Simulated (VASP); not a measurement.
# Ge (Fd-3m) in VASP: a series of runs

The runs below take Ge through phonon dispersion, band structure, phonons, with LDA, HSE06, PBE.

All numbers are computed with VASP 6.6.1; they aren't measurements. Logs are shortened: lines on timing, memory, paths and dates and some standing lists are left out, and cuts for length are marked.

## (1) Starting point

It takes space group Fd-3m (No. 227, cubic). The conventional cell has a = 5.658 Å, b = 5.658 Å, c = 5.658 Å, α = 90.00°, β = 90.00°, γ = 90.00°. Ge (site symmetry -43m) is surrounded by 4 Ge at 2.45 Å.

## (2) Phonon dispersion, LDA

Contents of INCAR:

```
SYSTEM = Ge
  PREC = Accurate
  ENCUT = 520
  EDIFF = 1E-7
  ISMEAR = 0
  SIGMA = 0.03
  LREAL = Auto
  LASPH = .True.
  NELM = 80
  ALGO = Normal
  ISIF = 2
  LWAVE = .False.
  LCHARG = .False.
  IBRION = 6
  NFREE = 2
  POTIM = 0.015
  NSW = 1
  LPHON_DISPERSION = .True.
  PHON_NWRITE = -3
```

Contents of KPOINTS:

```
Automatic mesh
0
Gamma
  3 3 3
  0 0 0
```

Contents of POSCAR:

```
Ge
1.0
    0.0000000000      5.6578200000      5.6578200000
    5.6578200000      0.0000000000      5.6578200000
    5.6578200000      5.6578200000      0.0000000000
Ge
16
Direct
    0.0000000000      0.0000000000      0.0000000000
    0.0000000000      0.0000000000      0.5000000000
    0.0000000000      0.5000000000      0.0000000000
    0.0000000000      0.5000000000      0.5000000000
    0.5000000000      0.0000000000      0.0000000000
    0.5000000000      0.0000000000      0.5000000000
    0.5000000000      0.5000000000      0.0000000000
    0.5000000000      0.5000000000      0.5000000000
    0.1250000000      0.1250000000      0.1250000000
    0.1250000000      0.1250000000      0.6250000000
    0.1250000000      0.6250000000      0.1250000000
    0.1250000000      0.6250000000      0.6250000000
    0.6250000000      0.1250000000      0.1250000000
    0.6250000000      0.1250000000      0.6250000000
    0.6250000000      0.6250000000      0.1250000000
    0.6250000000      0.6250000000      0.6250000000
```

Contents of QPOINTS:

```
path GXWKGLUWLK,UX
8
line-mode
reciprocal
 0.0000000000  0.0000000000  0.0000000000  G
 0.5000000000  0.0000000000  0.5000000000  X

 0.5000000000  0.0000000000  0.5000000000  X
 0.5000000000  0.2500000000  0.7500000000  W

 0.5000000000  0.2500000000  0.7500000000  W
 0.3750000000  0.3750000000  0.7500000000  K

 0.3750000000  0.3750000000  0.7500000000  K
 0.0000000000  0.0000000000  0.0000000000  G

 0.0000000000  0.0000000000  0.0000000000  G
 0.5000000000  0.5000000000  0.5000000000  L

 0.5000000000  0.5000000000  0.5000000000  L
 0.6250000000  0.2500000000  0.6250000000  U

 0.6250000000  0.2500000000  0.6250000000  U
 0.5000000000  0.2500000000  0.7500000000  W

 0.5000000000  0.2500000000  0.7500000000  W
 0.5000000000  0.5000000000  0.5000000000  L

 0.5000000000  0.5000000000  0.5000000000  L
 0.3750000000  0.3750000000  0.7500000000  K

 0.6250000000  0.2500000000  0.6250000000  U
 0.5000000000  0.0000000000  0.5000000000  X
```

Potentials or basis: VASP PAW LDA potentials, release 64 (Ge_d).

The run is started by

```
> cat potpaw_LDA.64/Ge_d/POTCAR > POTCAR
> mpirun -np 4 vasp_std > vasp.out
```

OUTCAR:

```text
SYSTEM = Ge
   PREC = Accurate
   ENCUT = 520
   EDIFF = 1E-7
   ISMEAR = 0
   LREAL = Auto
   LASPH = .True.
   NELM = 80
   ISIF = 2
   IBRION = 6
   NFREE = 2
   POTIM = 0.015
   NSW = 1

 ion  position               nearest neighbor table
   1  0.000  0.000  0.000-   9 2.45  10 2.45  11 2.45  13 2.45
   2  0.000  0.000  0.500-   9 2.45  10 2.45  12 2.45  14 2.45
   3  0.000  0.500  0.000-   9 2.45  11 2.45  12 2.45  15 2.45
   4  0.000  0.500  0.500-  10 2.45  11 2.45  12 2.45  16 2.45
   5  0.500  0.000  0.000-   9 2.45  13 2.45  14 2.45  15 2.45
   6  0.500  0.000  0.500-  10 2.45  13 2.45  14 2.45  16 2.45
[... 8 lines left out ...]
  15  0.625  0.625  0.125-   3 2.45   5 2.45   7 2.45   8 2.45
  16  0.625  0.625  0.625-   4 2.45   6 2.45   7 2.45   8 2.45
[... 6 lines left out ...]
 A1 = (   0.0000000000,   5.6578200000,   5.6578200000)
 A2 = (   5.6578200000,   0.0000000000,   5.6578200000)
 A3 = (   5.6578200000,   5.6578200000,   0.0000000000)

Analysis of symmetry for initial positions (statically):
=====================================================================
 Subroutine PRICEL returns following result:

  LATTYP: Found a face centered cubic cell.
 ALAT       =     5.6578200000

  Lattice vectors:

 A1 = (   0.0000000000,   2.8289100000,   2.8289100000)
 A2 = (   2.8289100000,   0.0000000000,   2.8289100000)
 A3 = (   2.8289100000,   2.8289100000,   0.0000000000)

   8 primitive cells build up your supercell.

 Routine SETGRP: Setting up the symmetry group for a
 face centered cubic supercell.

 Subroutine GETGRP returns: Found 48 space group operations
 (whereof 24 operations were pure point group operations)
 out of a pool of 48 trial point group operations.

The static configuration has the point symmetry T_d .
 The point group associated with its full space group is O_h .

Analysis of symmetry for dynamics (positions and initial velocities):
=====================================================================
 Subroutine PRICEL returns following result:

  LATTYP: Found a face centered cubic cell.
 ALAT       =     5.6578200000

  Lattice vectors:

 A1 = (   0.0000000000,   2.8289100000,   2.8289100000)
 A2 = (   2.8289100000,   0.0000000000,   2.8289100000)
 A3 = (   2.8289100000,   2.8289100000,   0.0000000000)

   8 primitive cells build up your supercell.

 Routine SETGRP: Setting up the symmetry group for a
 face centered cubic supercell.

 Subroutine GETGRP returns: Found 48 space group operations
 (whereof 24 operations were pure point group operations)
 out of a pool of 48 trial point group operations.

The dynamic configuration has the point symmetry T_d .
 The point group associated with its full space group is O_h .

 Subroutine INISYM returns: Found 48 space group operations
 (whereof 24 operations are pure point group operations),
 and found     8 'primitive' translations

----------------------------------------------------------------------------------------

                                     Primitive cell

  volume of cell :      45.2780

  direct lattice vectors                    reciprocal lattice vectors
     0.000000000  2.828910000  2.828910000    -0.176746521  0.176746521  0.176746521
     2.828910000  0.000000000  2.828910000     0.176746521 -0.176746521  0.176746521
     2.828910000  2.828910000  0.000000000     0.176746521  0.176746521 -0.176746521

  length of vectors
     4.000682889  4.000682889  4.000682889     0.306133954  0.306133954  0.306133954
[... 63 lines left out ...]
   NSW    =    229    number of steps for IOM
   IBRION =      6    ionic relax: 0-MD 1-quasi-New 2-CG
   NFREE  =      2    steps in history (QN), initial steepest desc. (CG)
   ISIF   =      2    stress and relaxation
   ISYM   =      2    0-nonsym 1-usesym 2-fastsym
   POTIM  = 0.0150    time-step for ionic-motion
   TEBEG  =    0.0;   TEEND  =   0.0 temperature during run
   PSTRESS=    0.0 pullay stress
   NELECT =     224.0000    total number of electrons
   NUPDOWN=      -1.0000    fix difference up-down
   EMIN   =  10.00;   EMAX   =-10.00  energy-range for DOS
   EFERMI =   0.00;   METHOD = LEGACY
   ISMEAR =     0;   SIGMA  =   0.03  broadening in eV -4-tet -1-fermi 0-gaus
   EFERMI_NEDOS =   21; number of points for ismear=-14 and -15
   IALGO  =     38    algorithm
   IMIX   =      4    mixing-type and parameters
     AMIX     =   0.40;   BMIX     =  1.00
     AMIX_MAG =   1.60;   BMIX_MAG =  1.00
  volume/ion in A,a.u.               =      22.64       152.78
  Fermi-wavevector in a.u.,A,eV,Ry     =   1.394756  2.635708 26.468033  1.945346
  Thomas-Fermi vector in A             =   2.518275
   LORBIT       =      0    0 simple, 1 ext, 2 COOP (PROOUT), +10 PAW based schemes
   GGA     = CA    functional components
   LHFCALC =     F    Hartree Fock is set to
   AEXX    =    0.0000 exact exchange contribution
   IVDW    =     0    specifies the selected vdW correction
   LEPSILON=     F    determine dielectric tensor
   LRPA    =     F    only Hartree local field effects (RPA)
 finite differences with symmetry
 non-spin polarized calculation
 Gauss-broadening in eV      SIGMA  =   0.03
  energy-cutoff  :      520.00
  volume of cell :      362.22
 maximum number of plane-waves:      9765
   NGX = 29   NGY = 29   NGZ = 29

--------------------------------------- Ionic step        1  -------------------------------------------

 number of electron     224.0000175 magnetization

 Free energy of the ion-electron system (eV)
  ---------------------------------------------------
  ext. energy  EPLUGINS =         0.00000000
  ---------------------------------------------------
  free energy    TOTEN  =       -82.74079602 eV

  energy without entropy =      -82.73896235  energy(sigma->0) =      -82.73987918

------------------------ aborting loop because EDIFF is reached ----------------------------------------

  FORCE on cell =-STRESS in cart. coord.  units (eV):
  Direction    XX          YY          ZZ          XY          YZ          ZX
  --------------------------------------------------------------------------------------
  -------------------------------------------------------------------------------------
  Total       -2.5299626     -2.5299626     -2.5299626     -0.0000000      0.0000000     -0.0000000
  in kB      -11.1904438    -11.1904438    -11.1904438     -0.0000000      0.0000000     -0.0000000
  external PRESSURE =     -11.1904438 kB  Pullay stress =       0.0000000 kB
[... 87 lines left out ...]
--------------------------------------- Ionic step        3  -------------------------------------------

 number of electron     224.0000171 magnetization

 Free energy of the ion-electron system (eV)
  ---------------------------------------------------
  ext. energy  EPLUGINS =         0.00000000
  ---------------------------------------------------
  free energy    TOTEN  =       -82.73961373 eV

  energy without entropy =      -82.73784282  energy(sigma->0) =      -82.73872827

 E-fermi :   4.7435     XC(G=0): -10.2839

 val. band max:        4.7421771253   @ k =   0.0000   0.0000   0.0000
 cond. band min:       4.7929515284   @ k =   0.0000   0.0000   0.0000
 fundamental gap:      0.0507744031
 Fermi energy:         4.7434620472

 k-point     1 :       0.0000    0.0000    0.0000
  band No.  band energies     occupation
      1     -20.2387      2.00000
      2     -20.2366      2.00000
      3     -20.2365      2.00000
      4     -20.2363      2.00000
      5     -20.2359      2.00000
      6     -20.2342      2.00000
[... 1005 lines left out ...]
    123       7.8357      0.00000
    124       7.8404      0.00000
 [bands above 124 left out]

------------------------ aborting loop because EDIFF is reached ----------------------------------------

  FORCE on cell =-STRESS in cart. coord.  units (eV):
  Direction    XX          YY          ZZ          XY          YZ          ZX
  --------------------------------------------------------------------------------------
  -------------------------------------------------------------------------------------
  Total       -2.5436928     -2.5474073     -2.5474073     -0.0000000     -0.1340733      0.0000000
  in kB      -11.2511745    -11.2676047    -11.2676047     -0.0000000     -0.5930285      0.0000000
  external PRESSURE =     -11.2621280 kB  Pullay stress =       0.0000000 kB
[... 31 lines left out ...]
  FREE ENERGIE OF THE ION-ELECTRON SYSTEM (eV)
  ---------------------------------------------------
  free  energy   TOTEN  =       -82.7396137266 eV

  energy  without entropy=      -82.7378428220  energy(sigma->0) =      -82.73872827

 INTERNAL STRAIN TENSORS FROM DISPLACED ATOMS
 ============================================

 INTERNAL STRAIN TENSOR FOR ION    1 for displacements in x,y,z  (eV/Angst):
          X           Y           Z          XY          YZ          ZX
  --------------------------------------------------------------------------------
  x     0.00000     0.00000     0.00000     0.00000     8.93670    -0.00000
  y    -0.00000    -0.00000    -0.00000     0.00000     0.00000     8.93670
  z     0.00000     0.00000     0.00000     8.93670    -0.00000     0.00000
[... 8 lines left out ...]
 INTERNAL STRAIN TENSOR FOR ION   16 for displacements in x,y,z  (eV/Angst):
          X           Y           Z          XY          YZ          ZX
  --------------------------------------------------------------------------------
  x    -0.00000    -0.00000    -0.00000     0.00000    -8.93670     0.00000
  y     0.00000     0.00000     0.00000    -0.00000     0.00000    -8.93670
  z    -0.00000    -0.00000     0.00000    -8.93670     0.00000     0.00000

 Eigenvectors and eigenvalues of the dynamical matrix
   1 f  =    8.277348 THz    52.008109 2PiTHz  276.102600 cm-1    34.232344 meV
   2 f  =    8.277348 THz    52.008109 2PiTHz  276.102600 cm-1    34.232344 meV
   3 f  =    8.277348 THz    52.008109 2PiTHz  276.102600 cm-1    34.232344 meV
   4 f  =    8.277348 THz    52.008109 2PiTHz  276.102600 cm-1    34.232344 meV
   5 f  =    8.277348 THz    52.008109 2PiTHz  276.102600 cm-1    34.232344 meV
   6 f  =    8.277348 THz    52.008109 2PiTHz  276.102600 cm-1    34.232344 meV
[... 40 lines left out ...]
  47 f  =    0.000000 THz     0.000001 2PiTHz    0.000005 cm-1     0.000001 meV
  48 f  =    0.000000 THz     0.000000 2PiTHz    0.000000 cm-1     0.000000 meV

 ELASTIC MODULI CONTR FROM IONIC RELAXATION (kBar)
 Direction    XX          YY          ZZ          XY          YZ          ZX
 --------------------------------------------------------------------------------
 XX          -0.0000     -0.0000     -0.0000     -0.0000     -0.0000      0.0000
 YY          -0.0000     -0.0000     -0.0000     -0.0000     -0.0000      0.0000
 ZZ          -0.0000     -0.0000     -0.0000      0.0000     -0.0000      0.0000
 XY          -0.0000     -0.0000      0.0000   -533.7960      0.0000     -0.0000
 YZ          -0.0000     -0.0000     -0.0000      0.0000   -533.7960      0.0000
 ZX           0.0000      0.0000      0.0000     -0.0000      0.0000   -533.7960
 --------------------------------------------------------------------------------
[... 633 lines left out ...]
 q-point No.           q_x           q_y           q_z  q-path length
          80      0.500000      0.000000      0.500000       1.134571
  frequencies
   [THz]           2.367043      2.367043      6.927181      6.927181      7.810176      7.810176
   [2Pi THz]      14.872573     14.872573     43.524762     43.524762     49.072783     49.072783
   [cm-1]         78.956071     78.956071    231.065889    231.065889    260.519429    260.519429
   [meV]           9.789301      9.789301     28.648506     28.648506     32.300278     32.300278
```

Run time: 3.8 min. Hardware: 4 MPI ranks of AMD EPYC 9R45 (Zen 5), shared host; peak memory 0.27 GiB.

What came out:

* Highest phonon frequency: 276 cm⁻¹

Phonon frequencies in cm⁻¹ (negative: imaginary):
```csv
q point,frequencies
"(0.000, 0.000, 0.000)",0 0 0 199 199 199
"(0.500, 0.000, 0.500)",79 79 231 231 261 261
"(0.500, 0.214, 0.714)",114 114 218 218 269 269
"(0.411, 0.339, 0.750)",86 127 212 224 269 270
"(0.161, 0.161, 0.321)",55 55 110 236 242 243
"(0.214, 0.214, 0.214)",36 36 96 228 232 232
"(0.536, 0.429, 0.536)",63 78 209 225 275 276
"(0.607, 0.250, 0.643)",82 128 212 224 269 270
"(0.500, 0.250, 0.750)",116 116 217 217 269 269
"(0.500, 0.500, 0.500)",59 59 211 224 276 276
"(0.393, 0.393, 0.714)",79 130 206 226 270 271
"(0.536, 0.071, 0.536)",79 86 229 230 261 262
```

Phonon frequencies at the corners of the path (cm⁻¹, interpolated; i marks imaginary ones):
| point | frequencies |
| --- | --- |
| Γ | 0 0 0 199 199 199 |
| X | 79 79 231 231 261 261 |
| W | 116 116 217 217 269 269 |
| K | 80 128 212 224 269 270 |
| L | 59 59 211 224 276 276 |
| U | 80 128 212 224 269 270 |

(Part 1 of 2 ends here.)
